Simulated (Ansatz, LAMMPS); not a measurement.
# Amorphous Al2O3 (155 atoms) under strain

How stiff is amorphous Al2O3 (155 atoms), and how do its levels respond to strain?

Method: Kohn-Sham DFT, PBE, PAW (set soft_2), plane waves, in Ansatz 0.2.0.

### 1. The starting structure

The cell holds 155 atoms: 62 Al and 93 O. Cell: a = 12.482 Å, b = 12.482 Å, c = 12.482 Å, α = 90.0°, β = 90.0°, γ = 90.0°. 155 atoms (62 Al, 93 O) placed at random at 2.7 g/cm³, melted at 5000 K for 10 ps at fixed volume with the Morse and Coulomb pair potential with partial charges (Pedone, Malavasi, Menziani, Cormack and Segre, J. Phys. Chem. B 110, 11780 (2006)). Quenched from 5000 K to 300 K at 20 K/ps and fixed volume, held 5 ps, then minimised at fixed cell.

Limits known from the start: The quench rate of 20 K/ps is many orders above laboratory rates, so the cell is likely richer in defects and strain than a real sample. The starting topology of bonds comes from the classical model, and needn't be the one that DFT or experiment would give. Only the Γ point is sampled.

### 2. Single point at the start

The forces at the start show how far the geometry lies from a minimum of this functional.

The input, input.yaml:

```yaml
crystal:
  lattice:
    - [12.4819, 0.0, 0.0]
    - [0.0, 12.4819, 0.0]
    - [0.0, 0.0, 12.4819]
  atoms:
    - { symbol: Al, position: [0.30669, 0.67141, 0.01968] }
    - { symbol: Al, position: [0.86345, 0.92857, 0.45912] }
    - { symbol: Al, position: [0.18981, 0.59319, 0.81292] }
    - { symbol: Al, position: [0.43655, 0.87144, 0.52953] }
    - { symbol: Al, position: [0.02913, 0.76076, 0.6926] }
    - { symbol: Al, position: [0.56347, 0.35111, 0.94566] }
    - { symbol: Al, position: [0.94434, 0.85261, 0.90468] }
    - { symbol: Al, position: [0.05765, 0.57047, 0.47701] }
    - { symbol: Al, position: [0.26615, 0.26121, 0.42547] }
    - { symbol: Al, position: [0.82457, 0.21731, 0.2295] }
    - { symbol: Al, position: [0.42873, 0.92094, 0.26886] }
    - { symbol: Al, position: [0.62018, 0.69063, 0.55753] }
    - { symbol: Al, position: [0.19181, 0.05155, 0.17968] }
    - { symbol: Al, position: [0.20817, 0.21895, 0.97682] }
    - { symbol: Al, position: [0.45393, 0.44377, 0.50152] }
    - { symbol: Al, position: [0.07127, 0.30999, 0.56341] }
    - { symbol: Al, position: [0.32226, 0.01003, 0.96869] }
    - { symbol: Al, position: [0.94127, 0.01663, 0.16559] }
    - { symbol: Al, position: [0.19588, 0.86483, 0.53006] }
    - { symbol: Al, position: [0.79574, 0.88213, 0.72369] }
    - { symbol: Al, position: [0.60588, 0.53106, 0.34182] }
    - { symbol: Al, position: [0.59249, 0.73239, 0.77927] }
    - { symbol: Al, position: [0.63615, 0.30761, 0.35177] }
    - { symbol: Al, position: [0.40143, 0.6582, 0.24762] }
    - { symbol: Al, position: [0.73916, 0.9342, 0.03046] }
    - { symbol: Al, position: [0.27901, 0.02286, 0.39339] }
    - { symbol: Al, position: [0.04146, 0.16798, 0.76704] }
    - { symbol: Al, position: [0.46888, 0.20494, 0.47614] }
    - { symbol: Al, position: [0.08983, 0.42347, 0.28892] }
    - { symbol: Al, position: [0.23227, 0.11591, 0.61948] }
    - { symbol: Al, position: [0.41203, 0.17814, 0.81723] }
    - { symbol: Al, position: [0.85859, 0.47745, 0.37262] }
    [... 117 atom lines left out ...]
    - { symbol: O, position: [0.81712, 0.40729, 0.49408] }
    - { symbol: O, position: [0.6978, 0.38048, 0.91464] }
    - { symbol: O, position: [0.59952, 0.36525, 0.23433] }
    - { symbol: O, position: [0.08033, 0.5064, 0.80143] }
    - { symbol: O, position: [0.73971, 0.59828, 0.57925] }
    - { symbol: O, position: [0.32926, 0.15366, 0.93351] }
kpoints:
  mp_grid: { grid: [1, 1, 1] }
hamiltonian:
  xc: pbe
scf:
  occupations: { method: fixed }
output:
  forces: true
```

Launch:

```bash
$ ansatz run input.yaml --threads 4 --pin off --max-ram 8192MiB --backend cpu --events-out ev --progress --plain --runs-dir out
```

Numbers of over 12 decimals in the logs are rounded to 6 here.

Output:

```text
Engine: ansatz 0.2.0, aarch64-unknown-linux-gnu
Pseudopotentials: kind: paw
Pseudopotential: Al, paw, valence charge 3, recommended cutoff 420 eV (normal), Al.paw.azcp
Pseudopotential: O, paw, valence charge 6, recommended cutoff 420 eV (normal), O.paw.azcp
Functional definition: PBE
  parameter kappa = 0.804
  parameter beta = 0.066725
  exchange = pbe_x(kappa = kappa, mu = beta*pi^2/3)
  correlation = pbe_c(beta = beta)
Crystal: 155 atoms, lattice volume = 1944.653 Å³
Basis set: ecut = 420 eV, 38089 PW (Γ), exchange–correlation on 180×180×180 points (8 copies of the dense FFT grid, shifted against one another)
Bands: 527, of which v1, the nominal top of the filled ones, is band 372 counted from 1 (371 counted from 0)
Symmetry: 1 space group operations
Space group: P1 (ITA 1), of the structure as read, at distance tolerance 1.2e-4 Å
k-points: 1
Non-local potential: Al, projectors of the file, l = 0: 2, l = 1: 2, l = 2: 1
Non-local potential: O, projectors of the file, l = 0: 2, l = 1: 2, l = 2: 1
PAW form: soft (Blöchl's): semilocal exchange-correlation on the pseudo side does not see the compensation charge
PAW one-centre angular grid: Al, 110 points (default); XC on 64 Gauss nodes
PAW one-centre angular grid: O, 110 points (default); XC on 64 Gauss nodes
Initial density: superposition of atomic densities (neutral atoms: chi_scale 0, normalization atom), corrected by the library's trained network
Initial wavefunctions: pseudopotential atomic-orbital guess
Functional: x = pbe(κ = 0.804, μ = 0.219515), c = pbe(β = 0.066725)
SCF iter   1: F=—  HF=-86304.303664 eV  |F-HF|=—  |Δ(HF+E_count)|=         —  Δρ=2.39e-3  dr2=2.48e-1  ethr=1.77e-3  ⟨swp⟩=5.0  Hψ=1684  notcnv=0  defer=150
preconditioner: auto → Resta (q_TF=auto, 2.325 Å⁻¹)  ε∞=3.2  [insulator: Δε(μ)=3.079 eV  Ē_g=15.335 eV  n_scr=436 (ndim 8)  ℏωp=23.0 eV  f_vac=0.088  ε∞_Penn≈3.2]
SCF iter   2: F=—  HF=-86304.265687 eV  |F-HF|=—  |Δ(HF+E_count)|=   3.80e-2  Δρ=1.37e-3  dr2=6.28e-2  ethr=3.34e-5  ⟨swp⟩=3.0  Hψ=820  notcnv=0  defer=153
SCF iter   3: F=—  HF=-86304.260367 eV  |F-HF|=—  |Δ(HF+E_count)|=   5.32e-3  Δρ=6.65e-4  dr2=1.81e-2  ethr=8.44e-6  ⟨swp⟩=3.0  Hψ=669  notcnv=0  defer=114
automatic band count: iteration 3 solves 488 bands in place of 527: the levels show a gap, and the empty bands left out lie too high to hold charge; the band table lists the bands solved (type scf.n_extra_bands for more)
SCF iter   4: F=—  HF=-86304.256758 eV  |F-HF|=—  |Δ(HF+E_count)|=   3.61e-3  Δρ=2.24e-4  dr2=1.20e-3  ethr=2.43e-6  ⟨swp⟩=3.0  Hψ=664  notcnv=0  defer=114
SCF iter   5: F=—  HF=-86304.256798 eV  |F-HF|=—  |Δ(HF+E_count)|=   4.04e-5  Δρ=1.59e-4  dr2=4.02e-4  ethr=1.62e-7  ⟨swp⟩=2.0  Hψ=700  notcnv=0  defer=114
SCF iter   6: F=—  HF=-86304.256767 eV  |F-HF|=—  |Δ(HF+E_count)|=   3.13e-5  Δρ=3.78e-5  dr2=3.27e-5  ethr=5.40e-8  ⟨swp⟩=2.0  Hψ=700  notcnv=0  defer=114
SCF iter   7: F=—  HF=-86304.260476 eV  |F-HF|=—  |Δ(HF+E_count)|=   3.71e-3  Δρ=1.44e-5  dr2=4.25e-6  ethr=4.39e-9  ⟨swp⟩=2.0  Hψ=859  notcnv=0  defer=109
SCF iter   8: F=—  HF=-86304.260479 eV  |F-HF|=—  |Δ(HF+E_count)|=   2.66e-6  Δρ=1.15e-5  dr2=2.07e-6  ethr=5.71e-10  ⟨swp⟩=2.0  Hψ=751  notcnv=0  defer=109
SCF iter   9: F=-86304.260478 eV  HF=-86304.260478 eV  |F-HF|=3.65e-8  |Δ(HF+E_count)|=   1.82e-7  Δρ=2.08e-6  dr2=8.14e-8  ethr=1.34e-11  ⟨swp⟩=3.0  Hψ=1722  notcnv=0
SCF 1 converged in 9 iterations: F = -86304.260478 eV  dr2 = 8.14e-8
  greatest PAW one-centre occupation: 0.863 electrons in one spin orbital (limit 2), on the O atom at site 130 (counted from 0), in its partial waves of l = 0
SCF converged after 9 iterations
Free energy (F): -86304.260478 eV
Harris-Foulkes:  -86304.260478 eV  (|F-HF|=3.65e-8)
Internal energy: -86304.260478 eV  (E = F + TS)
E sigma→0 (E₀):  -86304.260478 eV
Fermi energy:    4.220089 eV
--- Per-component energies (eV) ---
  E_band       = -2226.124931
  E_kinetic    = 18115.598433
  E_local      = -46136.432647  (includes V_loc(G=0)·N_el)
  E_nonlocal   = 5071.997345
  E_hartree    = 17508.876964
  E_xc         = -9416.468913
  E_vxc        = -10667.234956  (∫ρ·V_xc dr)
  E_paw        = -43750.364735  (= ΣΔE_a)
  E_vpaw       = -3628.030463  (= ΣTr[D̂ρ^β])
  E_aug_tail   = 0.234767  (compensation charges beyond the density's cutoff)
  E_ewald      = -27697.701693
  E_smearing   = -0.000000  (= −TS)
  E_closure    = 0.000000  (closes the sum)
  Σ components = -86304.260478   (vs F -86304.260478, Δ=0.00e0)
--- Forces (eV/Å), atoms counted from 1 ---
  atom   1  Al     0.23098092     0.32364376    -0.42685281
  atom   2  Al     0.08792268    -0.01498089    -0.24024466
  atom   3  Al     0.19994167    -0.01350466     0.07490310
  atom   4  Al     0.12869868    -0.23748890    -0.10453128
  atom   5  Al     0.04955405     0.24564805     0.14291374
  atom   6  Al     0.24752047     0.03321102    -0.00966347
  atom   7  Al     0.06762914     0.02481950     0.82833645
  atom   8  Al    -0.15647693    -0.42614111    -0.39096127
  atom   9  Al     0.60652965     0.01542159     0.06652567
  atom  10  Al    -0.08789219     0.05125386    -0.31849226
  atom  11  Al    -0.20971870    -0.04983047    -0.04307136
  atom  12  Al     0.17278681    -0.17394522    -0.31654870
  atom  13  Al    -0.47690978     0.75342139     0.11494180
  atom  14  Al    -0.06995427    -0.16150914     0.62770833
[...]
atom 154  O     -0.31963473     0.47361588     0.27818815
  atom 155  O      0.50872708     0.07879737     0.20186689
  max |Σ_I F_I| component: 1.42e-4 eV/Å
```

It took 22 s on 4 threads of Arm Neoverse V2, shared host; peak memory 2.6 GiB.

The r.m.s. force at the start is 0.38 eV/Å.

### 3. Cell and atoms relaxed

Cell and atoms are freed together, to release stress as well as forces.

The input, input.yaml:

```yaml
crystal:
  lattice:
    - [12.4819, 0.0, 0.0]
    - [0.0, 12.4819, 0.0]
    - [0.0, 0.0, 12.4819]
  atoms:
    [... the 155 atom lines of step 2 ...]
kpoints:
  mp_grid: { grid: [1, 1, 1] }
hamiltonian:
  xc: pbe
scf:
  occupations: { method: fixed }
output:
  forces: true
relax:
  f_tol: 0.05
  max_steps: 150
  cell: {}
```

Output:

```text
[...]
Crystal: 155 atoms, lattice volume = 1944.653 Å³
Basis set: ecut = 420 eV, 38089 PW (Γ), exchange–correlation on 180×180×180 points (8 copies of the dense FFT grid, shifted against one another)
Bands: 527, of which v1, the nominal top of the filled ones, is band 372 counted from 1 (371 counted from 0)
Symmetry: 1 space group operations
[...]
k-points: 1
[...]
SCF iter   1: F=—  HF=-86304.303664 eV  |F-HF|=—  |Δ(HF+E_count)|=         —  Δρ=2.39e-3  dr2=2.48e-1  ethr=1.77e-3  ⟨swp⟩=5.0  Hψ=1684  notcnv=0  defer=150
[...]
SCF iter   9: F=-86304.260478 eV  HF=-86304.260478 eV  |F-HF|=3.65e-8  |Δ(HF+E_count)|=   1.82e-7  Δρ=2.08e-6  dr2=8.14e-8  ethr=1.34e-11  ⟨swp⟩=3.0  Hψ=1722  notcnv=0
SCF 1 converged in 9 iterations: F = -86304.260478 eV  dr2 = 8.14e-8
[...]
relax step   1: F+E_penalty+E_count = -86304.26047847 eV  Δ(F+E_penalty+E_count) = +0.000e0 eV  max|allowed force component| = 1.307e0 eV/Å  Δτ_max = 0.0000 Å  P = +1.599 GPa  Ω = 1944.653 Å³  (9 SCF iters, dr2 threshold 1.00e-7 eV, accepted)
[... from here on, the SCF cycles and remarks between the steps are left out ...]
relax step   2: F+E_penalty+E_count = -86305.63313339 eV  Δ(F+E_penalty+E_count) = -1.373e0 eV  max|allowed force component| = 9.555e-1 eV/Å  Δτ_max = 0.0742 Å  P = +0.948 GPa  Ω = 1940.955 Å³  energy of the carried Pulay correction = +1.314e-2 eV  (7 SCF iters, dr2 threshold 1.55e-5 eV, accepted)
relax step   3: F+E_penalty+E_count = -86306.79340777 eV  Δ(F+E_penalty+E_count) = -1.160e0 eV  max|allowed force component| = 4.569e-1 eV/Å  Δτ_max = 0.1596 Å  P = -0.325 GPa  Ω = 1934.879 Å³  energy of the carried Pulay correction = +3.480e-2 eV  (7 SCF iters, dr2 threshold 1.55e-5 eV, accepted)
relax step   4: F+E_penalty+E_count = -86307.49170149 eV  Δ(F+E_penalty+E_count) = -6.983e-1 eV  max|allowed force component| = 3.072e-1 eV/Å  Δτ_max = 0.2000 Å  P = +0.026 GPa  Ω = 1915.844 Å³  energy of the carried Pulay correction = +1.031e-1 eV  (7 SCF iters, dr2 threshold 1.30e-5 eV, accepted)
relax step   5: F+E_penalty+E_count = -86307.71564020 eV  Δ(F+E_penalty+E_count) = -2.239e-1 eV  max|allowed force component| = 3.313e-1 eV/Å  Δτ_max = 0.2000 Å  P = -0.026 GPa  Ω = 1907.192 Å³  energy of the carried Pulay correction = +1.343e-1 eV  (8 SCF iters, dr2 threshold 5.90e-6 eV, accepted)
relax step   6: F+E_penalty+E_count = -86307.79938324 eV  Δ(F+E_penalty+E_count) = -8.374e-2 eV  max|allowed force component| = 1.191e-1 eV/Å  Δτ_max = 0.2000 Å  P = -0.029 GPa  Ω = 1905.580 Å³  energy of the carried Pulay correction = +1.402e-1 eV  (7 SCF iters, dr2 threshold 6.86e-6 eV, accepted)
relax step   7: F+E_penalty+E_count = -86307.88107226 eV  Δ(F+E_penalty+E_count) = -8.169e-2 eV  max|allowed force component| = 2.533e-1 eV/Å  Δτ_max = 0.2000 Å  P = -0.001 GPa  Ω = 1903.296 Å³  energy of the carried Pulay correction = +1.485e-1 eV  (8 SCF iters, dr2 threshold 8.87e-7 eV, accepted)
relax step   8: F+E_penalty+E_count = -86307.97809987 eV  Δ(F+E_penalty+E_count) = -9.703e-2 eV  max|allowed force component| = 3.741e-1 eV/Å  Δτ_max = 0.1949 Å  P = -0.058 GPa  Ω = 1902.978 Å³  energy of the carried Pulay correction = +1.496e-1 eV  (7 SCF iters, dr2 threshold 4.01e-6 eV, accepted)
relax step   9: F+E_penalty+E_count = -86308.04858138 eV  Δ(F+E_penalty+E_count) = -7.048e-2 eV  max|allowed force component| = 4.740e-1 eV/Å  Δτ_max = 0.1982 Å  P = +0.140 GPa  Ω = 1899.427 Å³  energy of the carried Pulay correction = +1.625e-1 eV  (7 SCF iters, dr2 threshold 8.75e-6 eV, accepted)
relax step  10: F+E_penalty+E_count = -86308.17564813 eV  Δ(F+E_penalty+E_count) = -1.271e-1 eV  max|allowed force component| = 1.859e-1 eV/Å  Δτ_max = 0.2000 Å  P = -0.035 GPa  Ω = 1902.599 Å³  energy of the carried Pulay correction = +1.510e-1 eV  (7 SCF iters, dr2 threshold 1.40e-5 eV, accepted)
relax step  11: F+E_penalty+E_count = -86308.20367650 eV  Δ(F+E_penalty+E_count) = -2.803e-2 eV  max|allowed force component| = 4.808e-2 eV/Å  Δτ_max = 0.2000 Å  P = +0.014 GPa  Ω = 1902.079 Å³  energy of the carried Pulay correction = +1.529e-1 eV  (7 SCF iters, dr2 threshold 2.16e-6 eV, accepted)
relax step  12: F+E_penalty+E_count = -86308.07915995 eV  Δ(F+E_penalty+E_count) = +1.245e-1 eV  max|allowed force component| = 4.739e-2 eV/Å  Δτ_max = 0.0000 Å  P = -0.100 GPa  Ω = 1902.079 Å³  stress off target by 2.10e-1 GPa  SCF on the basis re-selected at this cell (its energy is not comparable with the rows above)  (8 SCF iters)
relax step  13: F+E_penalty+E_count = -86308.11718500 eV  Δ(F+E_penalty+E_count) = -3.803e-2 eV  max|allowed force component| = 9.290e-2 eV/Å  Δτ_max = 0.2000 Å  P = +0.094 GPa  Ω = 1897.703 Å³  energy of the carried Pulay correction = +1.614e-2 eV  (9 SCF iters, dr2 threshold 1.10e-7 eV, accepted)
relax step  14: F+E_penalty+E_count = -86308.09380517 eV  Δ(F+E_penalty+E_count) = +2.338e-2 eV  max|allowed force component| = 3.932e-1 eV/Å  Δτ_max = 0.0928 Å  P = +0.077 GPa  Ω = 1897.052 Å³  energy of the carried Pulay correction = +1.855e-2 eV  (7 SCF iters, dr2 threshold 5.39e-7 eV, rejected (line search))
relax step  15: F+E_penalty+E_count = -86308.13820937 eV  Δ(F+E_penalty+E_count) = -2.102e-2 eV  max|allowed force component| = 4.482e-2 eV/Å  Δτ_max = 0.0464 Å  P = +0.035 GPa  Ω = 1897.784 Å³  energy of the carried Pulay correction = +1.597e-2 eV  (10 SCF iters, accepted)
relax step  16: F+E_penalty+E_count = -86308.14891674 eV  Δ(F+E_penalty+E_count) = -1.071e-2 eV  max|allowed force component| = 4.622e-2 eV/Å  Δτ_max = 0.1000 Å  P = -0.002 GPa  Ω = 1896.738 Å³  energy of the carried Pulay correction = +2.003e-2 eV  (10 SCF iters, dr2 threshold 7.97e-9 eV, accepted)
relax step  17: F+E_penalty+E_count = -86308.12749773 eV  Δ(F+E_penalty+E_count) = +2.142e-2 eV  max|allowed force component| = 4.611e-2 eV/Å  Δτ_max = 0.0000 Å  P = -0.014 GPa  Ω = 1896.738 Å³  stress off target by 4.48e-2 GPa  SCF on the basis re-selected at this cell (its energy is not comparable with the rows above)  (5 SCF iters)
[...]
SCF converged after 5 iterations
Free energy (F): -86308.127498 eV
[...]
Internal energy: -86308.127498 eV  (E = F + TS)
E sigma→0 (E₀):  -86308.127498 eV
Fermi energy:    4.268451 eV
[...]
Σ components = -86308.127498   (vs F -86308.127498, Δ=0.00e0)
--- Forces (eV/Å), atoms counted from 1 ---
  atom   1  Al    -0.00426055     0.02167328    -0.00631375
  atom   2  Al     0.00314164     0.00448105     0.00415154
  atom   3  Al    -0.01085848    -0.00076876     0.00092498
  atom   4  Al    -0.01286289     0.00279338    -0.01398402
[...]
atom 155  O      0.00112320     0.00002940     0.00851838
  max |Σ_I F_I| component: 6.40e-5 eV/Å
--- Stress (GPa, compression-positive) ---
       -0.011489      -0.002914      -0.009588
       -0.002919      -0.004171      -0.023967
       -0.009596      -0.023965      -0.026794
  P = ⅓ Tr σ = -0.0142 GPa (-0.142 kbar)
--- Relaxed structure (15 steps of the walk, 14 accepted, 2 SCFs on fresh bases) ---
  F+E_penalty+E_count = -86308.12749773 eV   max|allowed force component| = 4.611e-2 eV/Å   (the final SCF, on the basis selected at the relaxed cell)
  cell:  # Å, volume = 1896.7375 Å³
    - [12.246400, -0.018941, -0.141222]
    - [-0.018941, 12.402047, -0.146746]
    - [-0.141222, -0.146746, 12.491760]
  atoms:
    - { symbol: Al, position: [0.312194, 0.672621, 0.015631] }
    - { symbol: Al, position: [0.854241, 0.930094, 0.468895] }
    - { symbol: Al, position: [0.190980, 0.590633, 0.816568] }
    - { symbol: Al, position: [0.437431, 0.880194, 0.530048] }
[...]
- { symbol: O, position: [0.334297, 0.152272, 0.942985] }
```

The job ended after 5.8 min (4 threads; peak memory 2.6 GiB).

The relaxation converged after 15 steps, with a largest force component of 0.046 eV/Å.

[end of part 1 of 3]

[Logs are printed without paths, hosts, clocks, repeated set-up lines and the standing remarks that a program may print on its own settings, such as how far it seeks lower states.]

[Hosts, paths, dates, database ids (printed as entryN), source tags and the programs' standing remarks are cut or masked in the printed files.]
